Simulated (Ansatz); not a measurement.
# fluorite-structured BaF2

The computed numbers are results of PBEsol, scalar-relativistic (no spin polarisation) in the plane-wave PAW code Ansatz at 420 eV, 10×10×10 k-mesh. The datasets are Ansatz's generated set soft_2.

```
Ba F
1.0
     0.00000    3.06813    3.06813
     3.06813    0.00000    3.06813
     3.06813    3.06813    0.00000
Ba F
1 2
Direct
  0.00000 0.00000 0.00000
  0.25000 0.25000 0.25000
  0.75000 0.75000 0.75000
```

The start was a prototype's sites filled with these elements; the Crystallography Open Database holds the compound in this structure.

(1) What is the high-frequency dielectric tensor ε∞ (density-functional perturbation theory, local fields included)?

(2) What is the static dielectric tensor, the lattice's part included?

(3) List the optical modes at the zone centre without the LO–TO term, with degeneracy and infrared intensity.

(4) Where do the optical modes lie for q → 0 along (0.00, 1.00, 0.00), with the long-range field?

(5) Sketch the imaginary part of the dielectric function for independent particles (no excitons, no local fields), averaged over directions.

Answers:

(1) 2.42 (isotropic)

(2) 8.46 (isotropic)

(3) 
```json
{"ω (cm⁻¹)": "181", "degeneracy": "3", "IR intensity ((D/Å)²/u)": "16.00"}
{"ω (cm⁻¹)": "241", "degeneracy": "3", "IR intensity ((D/Å)²/u)": "0.00"}
```

(4) 181 (×2), 241 (×3), 338 cm⁻¹.

(5) On a grid of 0.25 eV up to 12 eV it peaks at 10.00 eV with ε2 = 5.2; the gap on the mesh is 6.84 eV, and the smallest direct one, where absorption can begin, 6.95 eV.
(ħω (eV), ε2): (0.00, 0.00), (0.50, 0.00), (1.00, 0.00), (1.50, 0.00), (2.00, 0.00), (2.50, 0.00), (3.00, 0.00), (3.50, 0.00), (4.00, 0.00), (4.50, 0.00), (5.00, 0.00), (5.50, 0.00), (6.00, 0.00), (6.50, 0.00), (7.00, 0.11), (7.50, 0.41), (8.00, 0.92), (8.50, 1.10), (9.00, 2.13), (9.50, 3.08), (10.00, 5.23), (10.50, 4.27), (11.00, 2.70), (11.50, 1.33), (12.00, 4.02)

An ε∞ of 2.42 means a refractive index of √ε∞ = 1.56 below the gap, far above the lattice modes.

With one infrared-active mode the Lyddane–Sachs–Teller relation ties the modes to the static constant, ε0 = 8.46, which is built from the same mode and Born charges: ω_LO = ω_TO √(ε0/ε∞) = 180.6 × √(8.46/2.42) = 338 cm⁻¹, and the run has a mode at 338 cm⁻¹.

The mean Born charge of Ba is 2.62 against a formal +2. It exceeds the formal charge because moving the ion changes its mixing with the anions' p states, and electrons flow along the bond.

Semilocal functionals make the gap too small and so ε∞ somewhat too large. Scalar-relativistic only: spin–orbit splittings of the heavy atoms' levels are missing.
